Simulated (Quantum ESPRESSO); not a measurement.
Crystal: CdTe.

```
Te Cd
1.0
     0.00000    3.20500    3.20500
     3.20500    0.00000    3.20500
     3.20500    3.20500    0.00000
Te Cd
1 1
Direct
  0.75000 0.75000 0.75000
  0.00000 0.00000 0.00000
```

Base run:

```yaml
Program: Quantum ESPRESSO 7.5
Functional: BLYP
Potentials_or_basis: GBRV 1.5 PBE
Cutoff: 612 eV
Density_cutoff: 4898 eV
k_mesh: 6 × 6 × 6, shifted
Occupations: fermi-dirac, width 0.05 eV
Spin: no spin polarisation
```

Its results: pressure 7.3 GPa; electronic dielectric tensor (diagonal) 8.66.

The run is repeated on the same cell with these changes: functional from BLYP to WC. What comes out?

Pressure 2.1 GPa; electronic dielectric tensor (diagonal) 8.98.

WC binds more tightly than BLYP, so the same cell stands under less pressure.

Caveats: the potentials were made for another functional, which shifts forces and pressure; the cell is more than 3 GPa from zero pressure, which shifts response properties (some runs).

Not every run made on this cell is shown here.
